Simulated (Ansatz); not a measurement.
## Field gradients against strain in BaTiO$_{3}$

```
CELL_PARAMETERS angstrom
3.99980 0.00000 0.00000
0.00000 3.99980 0.00000
0.00000 0.00000 4.01800
ATOMIC_POSITIONS crystal
Ba 0.00000 0.00000 0.00000
Ti 0.50000 0.50000 0.50000
O 0.50000 0.50000 0.00000
O 0.50000 0.00000 0.50000
O 0.00000 0.50000 0.50000
```

Atom numbers follow the list: Ba1, Ti2, O3, O4, O5.

The conventional cell has a = 4.000 Å, b = 4.000 Å, c = 4.018 Å, α = 90.00°, β = 90.00°, γ = 90.00°. Around Ba (atom 1) lie 12 O at 2.83 Å. Around Ti (atom 2) lie 6 O at 2.00 to 2.01 Å. O (atom 3) has 2 Ti at 2.01 Å as nearest neighbours. O (atom 4) has 2 Ti at 2.00 Å as nearest neighbours.

The geometry is COD entry 2100860, unchecked; take it as a test cell.

All numbers below come from DFT, PBEsol, all-electron PAW with datasets made for the crystal, scalar-relativistic in Ansatz 0.2.0.

Settings: a Γ-centred 7×7×7 k mesh, Fermi–Dirac smearing of 0.03 eV, cutoff 540 eV (chosen by the program for this cell), no spin polarisation.

The strain is applied along the Cartesian axes of the cell as listed (the other components stay zero). Fractional coordinates are held (clamped ions).

The columns are Cartesian components of the electric field gradient at the nuclei, in 10²¹ V/m².

No spin–orbit coupling: at heavy atoms the gradients can be off by tens of per cent for that reason.

Only quantities that a quadratic follows smoothly over the whole series are listed; rougher ones are left out.

```csv
εzz,Vzz at Ba1,Vzz at Ti2,Vzz at O3
-0.0200,-0.17,-1.45,1.65
0.0000,0.07,0.40,2.44
0.0100,0.24,1.25,2.82
0.0200,0.44,2.06,3.18
0.0300,0.68,2.83,3.53
```

**Question.** Fit the series and give the gradient–strain slopes.

**Answer.** Least-squares fits y = p0 + p1 x + p2 x² to the rows give Vzz at Ba1: p1 = 15.3, p2 = 170; Vzz at Ti2: p1 = 87.8, p2 = -220; Vzz at O3: p1 = 38.3, p2 = -66. The slopes p1 are in 10²¹ V/m² per unit strain, for clamped ions.

**Question.** One run, at εzz = -0.0100, is withheld. Predict its row.

**Answer.** The fits give -0.07, -0.50, 2.05; the run gave -0.07, -0.50, 2.05.
